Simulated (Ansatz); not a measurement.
# In: the cost of one run

Computed with Ansatz 0.2.0 (DFT PBE, scalar-relativistic, plane waves, PAW, unless a step's input says otherwise).

4 further runs of the same task are left out: 4 set aside as unsound or not needed.

### Step 1. The starting structure

It takes space group P4/mmm (No. 123, tetragonal). Conventional cell: a = 3.105 Å, b = 3.105 Å, c = 3.181 Å, α = 90.00°, β = 90.00°, γ = 90.00°. In (site symmetry 4/mmm) has 6 In at 3.10 to 3.18 Å as nearest neighbours.

As a file:

```
CELL_PARAMETERS angstrom
3.10479 0.00000 0.00000
0.00000 3.10479 0.00000
0.00000 0.00000 3.18115
ATOMIC_POSITIONS crystal
In 0.00000 0.00000 0.00000
```

This is candidate A: P type (P4/mmm, No. 123).

(A quick probe on a coarse mesh, which set the mesh and smearing, is not shown.)

### Step 3. Full relaxation (candidate A)

The input, input.yaml:

```yaml
crystal:
  lattice:
    - [3.1047862575, 0.0, 0.0]
    - [0.0, 3.1047862575, 0.0]
    - [0.0, 0.0, 3.18115069]
  atoms:
    - { symbol: In, position: [0.0, 0.0, 0.0] }
basis:
  ecutwfc: 420
kpoints:
  mp_grid: { grid: [18, 18, 18] }
hamiltonian:
  xc: pbe
scf:
  occupations: { method: gaussian, width: 0.1 }
output:
  forces: true
  stress: true
  eigenvalues: true
relax:
  adjacent_minimum: "off"
  f_tol: 0.01
  max_steps: 80
  cell: { stress_tol: 0.05 }
```

**Question.** How long does this run take on 1 thread of an x86-64 CPU, shared host, and how much memory does it need?

About 37 s, with a peak of 0.52 GiB.
